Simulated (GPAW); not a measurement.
# Sn (Fd-3m) in GPAW: a series of runs

One crystal, Sn, is run at these levels: BLYP, r2SCAN, LDA; tasks: band structure, optical spectrum, energy-loss spectrum.

Everything below comes from runs of GPAW 26.7.0. Logs are shortened: lines on timing, memory, paths and dates and some standing lists are left out, and cuts for length are marked. The log counts tension as positive stress, the text compression.

### Step 1. The crystal as given

The structure is cubic, space group Fd-3m (No. 227). Conventional cell: a = 6.467 Å, b = 6.467 Å, c = 6.467 Å, α = 90.00°, β = 90.00°, γ = 90.00°. Sn (site symmetry -43m) is surrounded by 4 Sn at 2.80 Å.

This isn't the form of Sn at room conditions, which is tetragonal (white tin).

### Step 2. Band structure, BLYP

Input file run.py:

```python
from ase import Atoms
from ase.dft.bandgap import bandgap
from ase.io import write
from ase.units import Bohr, GPa
from gpaw import GPAW, PW, setup_paths
from gpaw.elf import elf_from_dft_calculation

setup_paths.insert(0, '.')

atoms = Atoms(['Sn', 'Sn'],
              cell=[[0.0, 3.2333428, 3.2333428],
                    [3.2333428, 0.0, 3.2333428],
                    [3.2333428, 3.2333428, 0.0]],
              scaled_positions=[[0.75, 0.75, 0.75],
                                [0.5, 0.5, 0.5]],
              pbc=True)

calc = GPAW(mode=PW(600),
            xc='BLYP',
            kpts={'size': (7, 7, 7), 'gamma': True},
            occupations={'name': 'fermi-dirac', 'width': 0.05},
            nbands=24,
            convergence={'density': 1e-05, 'energy': 1e-05},
            eigensolver='davidson',
            maxiter=150,
            txt='gpaw.txt')
atoms.calc = calc
energy = atoms.get_potential_energy()
forces = atoms.get_forces()
stress = atoms.get_stress()
calc.write('gs.gpw')
write('result.traj', atoms)
print(f'Energy: {energy:.6f} eV')
print('Forces (eV/A):')
print(forces.round(4))
print('Stress (GPa):', (stress / GPa).round(3))
print('Fermi level:', round(calc.get_fermi_level(), 4), 'eV')
print(f'Gap: {bandgap(calc)[0]:.4f} eV, direct: {bandgap(calc, direct=True)[0]:.4f} eV')

# fields on the real-space grid
write('density.cube', atoms, data=calc.get_pseudo_density() * Bohr**3)
write('potential.cube', atoms, data=calc.get_electrostatic_potential())
write('elf.cube', atoms, data=elf_from_dft_calculation(calc).data)

path = atoms.cell.bandpath('GXWKGLUWLK,UX', npoints=60, eps=1e-4)
bs_calc = calc.fixed_density(kpts=path, symmetry='off', nbands=38,
                             convergence={'bands': 'CBM+6.0', 'eigenstates': 1e-6}, txt='bands.txt')
bs = bs_calc.band_structure()
bs.write('bs.json')
print(f'Gap on the path: {bandgap(bs_calc)[0]:.4f} eV')
```

Potentials or basis: PAW data sets generated in the run's folder for this functional, pw.

Command:

```
> gpaw-setup -f BLYP Sn
> OMP_NUM_THREADS=1 python run.py
```

gpaw.txt:

```text
__  _  _
 | _ |_)|_||  |
 |__||  | ||/\| - 26.7.0

Input parameters:
  mode=PW(ecut=600.0),
  convergence={'density': 1e-05, 'energy': 1e-05},
  eigensolver=Davidson(niter=2),
  kpts=MonkhorstPack(size=(7, 7, 7), gamma=True),
  maxiter=150,
  nbands=24,
  occupations=Occupations(name='fermi-dirac', width=0.05),
  xc=XC(name='BLYP')

Diagonalizing LCAO Hamiltonian
Converting LCAO to pw mode

            Sn

       Sn

Atoms  # Å, Bohr magnetons
|   | symbol |        x |        y |        z |    initial magnetic moments |
|---|--------|----------|----------|----------|-----------------------------|
| 0 |     Sn | 4.850014 | 4.850014 | 4.850014 | ( 0.0000,  0.0000,  0.0000) |
| 1 |     Sn | 3.233343 | 3.233343 | 3.233343 | ( 0.0000,  0.0000,  0.0000) |

Unit cell  # Å
| periodic |        x |        y |        z |  lengths |    angles |
|----------|----------|----------|----------|----------|-----------|
|      yes | 0.000000 | 3.233343 | 3.233343 | 4.572637 | 60.000000 |
|      yes | 3.233343 | 0.000000 | 3.233343 | 4.572637 | 60.000000 |
|      yes | 3.233343 | 3.233343 | 0.000000 | 4.572637 | 60.000000 |

Number of symmetries: 24
Symmetry operations  # r_c * U_cc + t_c -> r_c
|    | kind |            matrix            |
|----|------|------------------------------|
|  0 |  E   |  1, 0, 0,  0, 1, 0,  0, 0, 1 |
|  1 |  σ   |  1, 0, 0,  0, 0, 1,  0, 1, 0 |
|  2 |  σ   |  1, 0,-1,  0, 1,-1,  0, 0,-1 |
|  3 |  C3  |  1, 0,-1,  0, 0,-1,  0, 1,-1 |
|  4 |  C3  |  1,-1, 0,  0,-1, 1,  0,-1, 0 |
|  5 |  σ   |  1,-1, 0,  0,-1, 0,  0,-1, 1 |
|  6 |  σ   |  0, 1, 0,  1, 0, 0,  0, 0, 1 |
|  7 |  C3  |  0, 1, 0,  0, 0, 1,  1, 0, 0 |
|  8 |  C2  |  0, 1,-1,  1, 0,-1,  0, 0,-1 |
|  9 |  S4  |  0, 1,-1,  0, 0,-1,  1, 0,-1 |
| 10 |  C3  |  0, 0, 1,  1, 0, 0,  0, 1, 0 |
| 11 |  σ   |  0, 0, 1,  0, 1, 0,  1, 0, 0 |
| 12 |  S4  |  0, 0,-1,  1, 0,-1,  0, 1,-1 |
| 13 |  C3  |  0, 0,-1,  0, 1,-1,  1, 0,-1 |
| 14 |  S4  |  0,-1, 1,  1,-1, 0,  0,-1, 0 |
| 15 |  C2  |  0,-1, 1,  0,-1, 0,  1,-1, 0 |
| 16 |  C3  |  0,-1, 0,  1,-1, 0,  0,-1, 1 |
| 17 |  S4  |  0,-1, 0,  0,-1, 1,  1,-1, 0 |
| 18 |  S4  | -1, 1, 0, -1, 0, 1, -1, 0, 0 |
| 19 |  C3  | -1, 1, 0, -1, 0, 0, -1, 0, 1 |
| 20 |  C3  | -1, 0, 1, -1, 1, 0, -1, 0, 0 |
| 21 |  S4  | -1, 0, 1, -1, 0, 0, -1, 1, 0 |
| 22 |  σ   | -1, 0, 0, -1, 1, 0, -1, 0, 1 |
| 23 |  C2  | -1, 0, 0, -1, 0, 1, -1, 1, 0 |

BZ-sampling:
  Number of BZ points: 343
  Number of IBZ points: 20

  Monkhorst-Pack size: [7, 7, 7]
  Monkhorst-Pack shift: [0, 0, 0]

K-points  # in reciprocal-cell coordinates
|     |                                coordinates |     weight |
|-----|--------------------------------------------|------------|
|   0 | (  0.00000000,   0.00000000,   0.00000000) | 0.00291545 |
|   1 | (  0.14285714,   0.14285714,   0.00000000) | 0.01749271 |
|   2 | (  0.14285714,   0.14285714,   0.14285714) | 0.02332362 |
|   3 | (  0.28571429,   0.14285714,   0.14285714) | 0.03498542 |
|   4 | (  0.28571429,   0.28571429,   0.00000000) | 0.01749271 |
|   5 | (  0.28571429,   0.28571429,   0.14285714) | 0.06997085 |
|   6 | (  0.28571429,   0.28571429,   0.28571429) | 0.02332362 |
|   7 | (  0.42857143,  -0.28571429,  -0.28571429) | 0.03498542 |
|   8 | (  0.42857143,   0.28571429,  -0.42857143) | 0.13994169 |
|   9 | (  0.42857143,   0.28571429,  -0.28571429) | 0.06997085 |
| ... |                                            |            |
|  19 | (  0.42857143,   0.42857143,   0.42857143) | 0.02332362 |

Plane wave coefficients: 2281
Cutoff: 600.0 eV

Spin-components: 1 (collinear spins)
Bands:           24
Projectors:      12
Spin-degeneracy: 2
Datatype:        complex128

Parallelization:
  kpt:    1
  domain: 1
  band:   1

Density:
  Valence electrons: 28.0
  Components: 1
  Grid points: [27 27 27]
  Charge: 0.0  # |e|

Potential:
  Grid points: [27 27 27]

species:
  Sn:
    name:    Tin
    Z:       50.0
    valence: 14
    core:    36
    charge:  0.0  # [|e|]
    compensation charges:
      type: gauss
      rc: 0.38  # [Å]
      lmax: 2
    cutoffs:
      filter: 2.23  # [Å]
      core: 2.35  # [Å]
    projectors
    | kind |    occ | energy [eV] | rcut [Å] |
    |------|--------|-------------|----------|
    |   5s |  2.000 |     -10.458 |    1.201 |
    |   5p |  2.000 |      -3.591 |    1.270 |
    |   4d | 10.000 |     -25.617 |    1.185 |
    |    s |        |      16.754 |    1.201 |
    |    p |        |      23.621 |    1.270 |
    |    d |        |       1.594 |    1.185 |

    Using partial waves for Sn as LCAO basis

Reference energy: -336055.577488  # eV

eigensolver:
  Davidson
  Converge bands: occupied
  niter=2

density mixing:
  MSR1-Mixer
  Pratt-step length: 0.05
  Maximum mixing coefficient: 0.75
  Old densities: 10
  SVD Regularization: 0.005
  Good broyden scale: 1.0
  Trust region scale: 1.0
  Backstep threshold: 4.0
  History deletion threshold: 6.0
  Fourier metric: weight=20.0, sigma=0.015

occupation numbers:
  Fermi-Dirac:
    width: 0.0500  # eV

poisson solver:
  ecut: 4800.0  # eV

xc functional:
  name: BLYP with 2 nearest neighbor stencil

convergence criteria:
- Maximum integral of absolute [dens]ity change: 1e-05 electrons / valence electron
- Maximum [total energy] change in last 3 cyles: 1e-05 eV / valence electron
- Maximum integral of absolute [eigenst]ate change: 4e-08 eV^2 / valence electron
maximum number of iterations: 150

SCF iterations
|iter     | |      energy | eigst |  dens |
|---------|-|-------------|-------|-------|
|iter:   1| |   -6.728131 | +0.08 |       |
|iter:   2| |   -6.739675 | -1.44 | -1.44 |
|iter:   3| |   -6.691090 | -1.95 | -1.46 |
|iter:   4| |   -6.688169 | -3.30 | -2.05 |
|iter:   5| |   -6.689089 | -4.10 | -2.50 |
|iter:   6| |   -6.689266 | -4.43 | -3.00 |
|iter:   7| |   -6.689273c| -5.25 | -4.18 |
|iter:   8| |   -6.689276c| -5.90 | -4.53 |
|iter:   9| |   -6.689276c| -6.79 | -5.16c|
|iter:  10| |   -6.689276c| -7.36 | -5.39c|
|iter:  11| |   -6.689276c| -8.57c| -6.33c|

Converged in 11 steps
Energy contributions relative to reference atoms: (reference = -336055.577488)

Energy contributions:
  Kinetic:          15.847392
  Coulomb:         -14.373108
  Zero:              0.097545
  External:          0.000000
  Xc:               -8.260181
  Entropy:          -0.001848
  Spinorbit:         0.000000
  ----------------------------
  Free energy:      -6.690200
  Extrapolated:     -6.689276

dipole moment: (4.424570, 4.424570, 4.424570)  # |e|*Ang

Fermi level: 5.446
Eigenvalues  # (at kpt = [0.000, 0.000, 0.000])
| band index |      eig [eV] | occ [0-2] |
|------------|---------------|-----------|
|          0 |       -16.199 |     2.000 |
|        ... |               |           |
|          4 |       -16.135 |     2.000 |
|          5 |       -15.818 |     2.000 |
|          6 |       -15.818 |     2.000 |
|          7 |       -15.818 |     2.000 |
|          8 |       -15.806 |     2.000 |
|          9 |       -15.806 |     2.000 |
|         10 |        -5.213 |     2.000 |
|         11 |         4.717 |     2.000 |
|         12 |         5.566 |     0.168 |
|         13 |         5.566 |     0.168 |
|         14 |         5.566 |     0.168 |
|         15 |         7.654 |     0.000 |
|         16 |         7.654 |     0.000 |
|         17 |         7.654 |     0.000 |
|         18 |        10.779 |     0.000 |
|         19 |        13.613 |     0.000 |
|        ... |               |           |
|         23 |        14.026 |     0.000 |

No gap
No difference between direct/indirect transitions

Forces  # eV/Ang
|        x |        y |       z |
|----------|----------|---------|
| -0.00000 | -0.00000 | 0.00000 |  # Sn   0
| -0.00000 | -0.00000 | 0.00000 |  # Sn   1

Stress tensor  # eV/Ang^3
|         x |         y |         z |
|-----------|-----------|-----------|
| -0.038216 | -0.000000 | -0.000000 |
| -0.000000 | -0.038216 |  0.000000 |
| -0.000000 |  0.000000 | -0.038216 |

# Writing to gs.gpw (mode='')
```

stdout:

```text
Energy: -6.689276 eV
Forces (eV/A):
[[-0. -0.  0.]
 [-0. -0.  0.]]
Stress (GPa): [-6.123 -6.123 -6.123  0.    -0.    -0.   ]
Fermi level: 5.4463 eV
Gap: 0.0000 eV, direct: 0.0000 eV
Gap on the path: 0.0000 eV
```

bands.txt:

```text
Diagonalizing LCAO Hamiltonian
Converting LCAO to pw mode
convergence criteria:
- Maximum integral of absolute [eigenst]ate change: 1e-06 eV^2 / valence electron
maximum number of iterations: 150

SCF iterations
|iter     | |      energy | eigst |  dens |
|---------|-|-------------|-------|-------|
|iter:   1| |             | +0.43 |       |
[... 68 lines left out ...]
         [0.41071429, 0.41071429, 0.67857143],
         [0.39285714, 0.39285714, 0.71428571],
         [0.375     , 0.375     , 0.75      ],
         [0.625     , 0.25      , 0.625     ],
         [0.59375   , 0.1875    , 0.59375   ],
         [0.5625    , 0.125     , 0.5625    ],
         [0.53125   , 0.0625    , 0.53125   ],
         [0.5       , 0.        , 0.5       ]])),
  maxiter=150,
  nbands=38,
  occupations=Occupations(name='fermi-dirac', width=0.05),
  symmetry=Symmetry(point_group=False, time_reversal=False),
  xc=XC(name='BLYP')
```

Run time: 63 s. Hardware: 1 thread of Arm Neoverse V2, shared host; peak memory 0.29 GiB.

What came out:

* Free energy: -6.6902 eV
* Pressure: 6.1 GPa
* Band gap along the path: none (metal or under the smearing width)

Levels at the corners of the path, in eV from the Fermi level:
```
point  band 12  band 13  band 14  band 15  band 16  band 17
    Γ    -0.73     0.12     0.12     0.12     2.21     2.21
    X    -7.56    -2.44    -2.44     0.96     0.96     7.73
    W    -7.50    -2.99    -2.99     3.47     3.47     4.21
    K    -7.07    -3.32    -2.08     1.22     3.46     5.83
    Γ    -0.73     0.12     0.12     0.12     2.21     2.21
    L    -6.31    -1.10    -1.10     0.03     3.33     3.33
    U    -7.07    -3.32    -2.08     1.22     3.46     5.83
    W    -7.50    -2.99    -2.99     3.47     3.47     4.21
    L    -6.31    -1.10    -1.10     0.03     3.33     3.33
    K    -7.07    -3.32    -2.08     1.22     3.46     5.83
    U    -7.07    -3.32    -2.08     1.22     3.46     5.83
    X    -7.56    -2.44    -2.44     0.96     0.96     7.73
```

Caveat: spin-orbit coupling is left out, which moves the levels of the heavy elements.

### Step 3. Band structure, r2SCAN

Input file run.py:

```python
from ase.dft.bandgap import bandgap
from ase.io import read, write
from ase.units import GPa
from gpaw import GPAW, PW

atoms = read('Sn.xyz')

calc = GPAW(mode=PW(600),
            xc='MGGA_X_R2SCAN+MGGA_C_R2SCAN',
            kpts={'size': (7, 7, 7), 'gamma': True},
            occupations={'name': 'fermi-dirac', 'width': 0.05},
            nbands=24,
            convergence={'density': 1e-05, 'energy': 1e-05},
            maxiter=150,
            txt='gpaw.txt')
atoms.calc = calc
energy = atoms.get_potential_energy()
forces = atoms.get_forces()
stress = atoms.get_stress()
calc.write('gs.gpw')
write('result.traj', atoms)
print(f'Energy: {energy:.6f} eV')
print('Forces (eV/A):')
print(forces.round(4))
print('Stress (GPa):', (stress / GPa).round(3))
print('Fermi level:', round(calc.get_fermi_level(), 4), 'eV')
print(f'Gap: {bandgap(calc)[0]:.4f} eV, direct: {bandgap(calc, direct=True)[0]:.4f} eV')

path = atoms.cell.bandpath('GXWKGLUWLK,UX', npoints=100, eps=1e-4)
bs_calc = calc.fixed_density(kpts=path, symmetry='off', nbands=38,
                             convergence={'bands': 'CBM+6.0', 'eigenstates': 1e-6}, txt='bands.txt')
bs = bs_calc.band_structure()
bs.write('bs.json')
print(f'Gap on the path: {bandgap(bs_calc)[0]:.4f} eV')
```

Input file Sn.xyz:

```xyz
2
Lattice="0.0000000000 3.2333428000 3.2333428000 3.2333428000 0.0000000000 3.2333428000 3.2333428000 3.2333428000 0.0000000000" Properties=species:S:1:pos:R:3 pbc="T T T"
Sn     4.8500142000      4.8500142000      4.8500142000
Sn     3.2333428000      3.2333428000      3.2333428000
```

Potentials or basis: GPAW PAW data sets (gpaw-data 1.2.1), pw.

Command:

```
> OMP_NUM_THREADS=1 python run.py
```

It took 4.8 min on 1 thread of Arm Neoverse V2, shared host; peak memory 0.46 GiB.

Results (log left out):

- Free energy: -37.4835 eV
- Pressure: 2.1 GPa
- Band gap along the path: none (metal or under the smearing width)

Levels at the corners of the path, in eV from the Fermi level:
| point | band 11 | band 12 | band 13 | band 14 | band 15 | band 16 | band 17 | band 18 |
| --- | --- | --- | --- | --- | --- | --- | --- | --- |
| Γ | -11.21 | -0.27 | -0.02 | -0.02 | -0.02 | 2.20 | 2.20 | 2.20 |
| X | -7.90 | -7.90 | -2.74 | -2.74 | 0.89 | 0.89 | 8.22 | 8.22 |
| W | -7.84 | -7.84 | -3.33 | -3.33 | 3.68 | 3.68 | 4.21 | 4.21 |
| K | -8.33 | -7.39 | -3.68 | -2.36 | 1.19 | 3.57 | 6.14 | 6.33 |
| Γ | -11.21 | -0.27 | -0.02 | -0.02 | -0.02 | 2.20 | 2.20 | 2.20 |
| L | -9.47 | -6.65 | -1.31 | -1.31 | 0.16 | 3.35 | 3.35 | 5.93 |
| U | -8.33 | -7.39 | -3.68 | -2.36 | 1.19 | 3.57 | 6.14 | 6.33 |
| W | -7.84 | -7.84 | -3.33 | -3.33 | 3.68 | 3.68 | 4.21 | 4.21 |
| L | -9.47 | -6.65 | -1.31 | -1.31 | 0.16 | 3.35 | 3.35 | 5.93 |
| K | -8.33 | -7.39 | -3.68 | -2.36 | 1.19 | 3.57 | 6.14 | 6.33 |
| U | -8.33 | -7.39 | -3.68 | -2.36 | 1.19 | 3.57 | 6.14 | 6.33 |
| X | -7.90 | -7.90 | -2.74 | -2.74 | 0.89 | 0.89 | 8.22 | 8.22 |

Caveat: the PAW data sets were made with another functional, which shifts forces and pressure a little; spin-orbit coupling is left out, which moves the levels of the heavy elements.

### Step 4. Band structure, r2SCAN, spin-orbit coupling, no magnetisation

run.py, as its differences from that of step 3:

```diff
@@ -1,7 +1,16 @@
+import numpy as np
+from ase import Atoms
 from ase.dft.bandgap import bandgap
-from ase.io import read, write
+from ase.io import write
 from ase.units import GPa
 from gpaw import GPAW, PW
+from gpaw.spinorbit import soc_eigenstates
 
-atoms = read('Sn.xyz')
+atoms = Atoms(['Sn', 'Sn'],
+              cell=[[0.0, 3.2333428, 3.2333428],
+                    [3.2333428, 0.0, 3.2333428],
+                    [3.2333428, 3.2333428, 0.0]],
+              scaled_positions=[[0.75, 0.75, 0.75],
+                                [0.5, 0.5, 0.5]],
+              pbc=True)
 
@@ -9,3 +18,3 @@
             xc='MGGA_X_R2SCAN+MGGA_C_R2SCAN',
-            kpts={'size': (7, 7, 7), 'gamma': True},
+            kpts={'size': (5, 5, 5), 'gamma': True},
             occupations={'name': 'fermi-dirac', 'width': 0.05},
@@ -28,3 +37,3 @@
 
-path = atoms.cell.bandpath('GXWKGLUWLK,UX', npoints=100, eps=1e-4)
+path = atoms.cell.bandpath('GXWKGLUWLK,UX', npoints=80, eps=1e-4)
 bs_calc = calc.fixed_density(kpts=path, symmetry='off', nbands=38,
@@ -34 +43,7 @@
 print(f'Gap on the path: {bandgap(bs_calc)[0]:.4f} eV')
+
+soc = soc_eigenstates(bs_calc, theta=90, phi=0, ignore_xc_potential=True)
+np.savetxt('soc_bands.dat', soc.eigenvalues(), fmt='%.4f')
+mesh = soc_eigenstates('gs.gpw', theta=90, phi=0, ignore_xc_potential=True)
+np.savetxt('soc_mesh.dat', mesh.eigenvalues(), fmt='%.4f')
+print('Fermi level with spin-orbit coupling:', round(mesh.fermi_level, 4), 'eV')
```

Command:

```
> OMP_NUM_THREADS=1 python run.py
```

Wall time 3.5 min (1 thread of Arm Neoverse V2, shared host); peak memory 0.44 GiB.

Results (log left out):

```yaml
Free_energy: -37.4232 eV
Pressure: 2.2 GPa
Band_gap_along_the_path: none (metal or under the smearing width)
```

Levels at the corners of the path, in eV from the Fermi level:
```tsv
point	band 24	band 25	band 26	band 27	band 28	band 29	band 30	band 31	band 32	band 33
Γ	-0.61	-0.38	-0.38	0.11	0.11	0.11	0.11	1.75	1.75	2.26
X	-8.01	-2.86	-2.86	-2.86	-2.86	0.78	0.78	0.78	0.78	8.07
W	-7.91	-3.55	-3.55	-3.35	-3.35	3.38	3.38	3.72	3.72	4.10
K	-7.49	-3.80	-3.80	-2.47	-2.47	1.08	1.08	3.45	3.45	5.98
Γ	-0.61	-0.38	-0.38	0.11	0.11	0.11	0.11	1.75	1.75	2.26
L	-6.76	-1.66	-1.66	-1.20	-1.20	0.04	0.04	3.13	3.13	3.35
U	-7.49	-3.80	-3.80	-2.47	-2.47	1.08	1.08	3.45	3.45	5.98
W	-7.91	-3.55	-3.55	-3.35	-3.35	3.38	3.38	3.72	3.72	4.10
L	-6.76	-1.66	-1.66	-1.20	-1.20	0.04	0.04	3.13	3.13	3.35
K	-7.49	-3.80	-3.80	-2.47	-2.47	1.08	1.08	3.45	3.45	5.98
U	-7.49	-3.80	-3.80	-2.47	-2.47	1.08	1.08	3.45	3.45	5.98
X	-8.01	-2.86	-2.86	-2.86	-2.86	0.78	0.78	0.78	0.78	8.07
```

Caveat: spin-orbit coupling was added after a scalar SCF, so levels and gaps hold it while energy, forces, pressure and moments don't; this program's spin-orbit splittings come out too wide for heavy elements; the PAW data sets were made with another functional, which shifts forces and pressure a little.

(Part 1 of 2 ends here.)
